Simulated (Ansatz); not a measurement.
## A series in volume scale on ZrS₂

All results are calculated (Ansatz 0.2.0). Free energy against uniform scaling of the volume at fixed shape and fractions; periodic cell, basis, potentials, k mesh and filling as listed.

The cell before it is scaled or strained (space group P-3m1, No. 164):
```
ZrS2
1.0
      3.6914     0.0000     0.0000
     -1.8457     3.1968     0.0000
      0.0000     0.0000     6.0411
Zr S
1 2
Direct
  0.00000 0.00000 0.00000
  0.66667 0.33333 0.76209
  0.33333 0.66667 0.23791
```

Settings of every row: functional PBE; dispersion none; potentials PAW; wave cutoff 500 eV; density cutoff 2000 eV; k mesh 6x6x4; k shift 0x0x0; occupations fixed; smearing width 0 eV; spin none.

Limits: a layered crystal: even scaling strains the bonds within the layers, so this curve is stiffer than the crystal under pressure; the cell comes from a prototype or a list of computed structures and needn't be the stable phase.

| row | volume scale | V (Å³/atom) | energy above lowest point (meV/atom) | pressure (GPa) |
| --- | --- | --- | --- | --- |
| 1 | 0.9 | 21.387 | 87.2 | 12.21 |
| 2 | 0.925 | 21.981 | 48.5 | 8.71 |
| 3 | 0.95 | 22.575 | 22 | 5.63 |
| 4 | 0.975 | 23.169 | 6.3 | 2.92 |
| 5 | 1 | 23.763 | 0 | 0.53 |
| 6 | 1.025 | 24.357 | 2 | -1.58 |
| 7 | 1.05 | 24.951 | 11.4 | -3.44 |
| 8 | 1.075 | 25.545 | ? | ? |
| 9 | 1.1 | 26.139 | 48.8 | -6.52 |

Question: what energy above lowest point and pressure should row 8 give?

Worked fit of energy above lowest point. Take u = (V_r/V)^(2/3) − 1 with V_r = 23.466 Å³ an atom, which is twice the finite (Eulerian) strain; such expansions in the strain, on which the Birch-Murnaghan equation of state is built, carry the rest volume and the bulk modulus. The shown rows have u = 0.0638, 0.04455, 0.02614, 0.00853, -0.00835, -0.02454, -0.04008, -0.06939. Least squares give energy above lowest point = 2.03 + 370 × u + 15087 × u² + 595 × u³ meV/atom; a parabola predicts inner rows, each left out in turn, worse (root mean square 0.048 against 0.024 meV/atom). All shown rows lie on it to the printed digit. Its lowest point lies at u = -0.0123, or V = 23.9 Å³ an atom, and the curvature there gives the bulk modulus at fixed shape and fractions, B = (4/9)(1 + u)² E″(u)/V = 87.6 GPa. Letting shape and atoms relax would as a rule lower it, by much in layered, chain or molecular crystals. The withheld row has u = -0.05502, so the fit gives 2.03 + 370 × (-0.05502) + 15087 × (-0.05502)² + 595 × (-0.05502)³ = 27.2 meV/atom.

The calculation gave 27.3 meV/atom. The fit lies 0.1 meV/atom (0.11 % of the column's range) below it, one unit of the last digit.

Worked fit of pressure. Take u = (V_r/V)^(2/3) − 1 with V_r = 23.466 Å³ an atom, which is twice the finite (Eulerian) strain; such expansions in the strain, on which the Birch-Murnaghan equation of state is built, carry the rest volume and the bulk modulus. The shown rows have u = 0.0638, 0.04455, 0.02614, 0.00853, -0.00835, -0.02454, -0.04008, -0.06939. Least squares give pressure = 1.686 + 141.57 × u + 351.7 × u² + 229 × u³ GPa; a parabola predicts inner rows, each left out in turn, worse (root mean square 0.017 against 0.0021 GPa). All shown rows lie on it to the printed digit. The pressure vanishes at u = -0.0123, or V = 23.91 Å³ an atom, and there the bulk modulus at fixed shape and fractions is B = −V dP/dV = (2/3)(1 + u) dP/du = 87.6 GPa. Letting shape and atoms relax would as a rule lower it, by much in layered, chain or molecular crystals. The withheld row has u = -0.05502, so the fit gives 1.686 + 141.57 × (-0.05502) + 351.7 × (-0.05502)² + 229 × (-0.05502)³ = -5.08 GPa.

The calculation gave -5.08 GPa. The fit meets it to the printed digit.
